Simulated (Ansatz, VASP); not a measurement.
# One calculation of Ba, two programs

File INCAR:

```
SYSTEM = Ba
ALGO = Normal
EDIFF = 1E-6
ENCUT = 520
GGA = PS
ISIF = 2
ISMEAR = 0
LASPH = .True.
LCHARG = .False.
LREAL = .False.
LWAVE = .False.
NBANDS = 11
NELM = 100
PREC = Accurate
SIGMA = 0.15
```

KPOINTS

```
k-points
0
Gamma
  16 16 16
  0 0 0
```

The input POSCAR:

```
Ba
1.0
   -2.5000000000      2.5000000000      2.5000000000
    2.5000000000     -2.5000000000      2.5000000000
    2.5000000000      2.5000000000     -2.5000000000
Ba
1
Direct
    0.0000000000      0.0000000000      0.0000000000
```

Input for Ansatz:

```yaml
crystal:
  lattice:
    - [-2.5, 2.5, 2.5]
    - [2.5, -2.5, 2.5]
    - [2.5, 2.5, -2.5]
  atoms:
    - { symbol: Ba, position: [0.0, 0.0, 0.0] }
basis:
  ecutwfc: 420
kpoints:
  mp_grid: { grid: [16, 16, 16] }
hamiltonian:
  xc: pbesol
scf:
  occupations: { method: gaussian, width: 0.15 }
output:
  forces: true
  stress: true
  eigenvalues: true
  write_density: true
  write_potential: true
  elf: true
  volumetric_format: npy
```

Alike in both runs: task single point; functional PBEsol; k mesh 16 × 16 × 16; occupations gaussian, width 0.15 eV; no spin polarisation.

```csv
,VASP,Ansatz
version,VASP 6.6.1,Ansatz 0.2.0
potentials or method,"VASP PAW PBE potentials, release 64 (Ba_sv)","scalar-relativistic, plane waves, PAW"
plane-wave cutoff (eV),520,420
valence electrons in the cell,10,10
```

Ansatz gave:

| Property | Result |
| --- | --- |
| gap on the k mesh at the Fermi level (eV) | none |
| pressure (GPa) | -0.6 |

Problem. What did VASP give for the same quantities?

Solution. gap on the k mesh at the Fermi level (eV): none; pressure (GPa): -0.5.

A gap of «none» marks a metal or a gap that the smearing closes.

Caveats: the PAW data sets were made with another functional, which shifts forces and pressure a little (VASP). Spin-orbit coupling is left out, which matters for the levels of Ba.
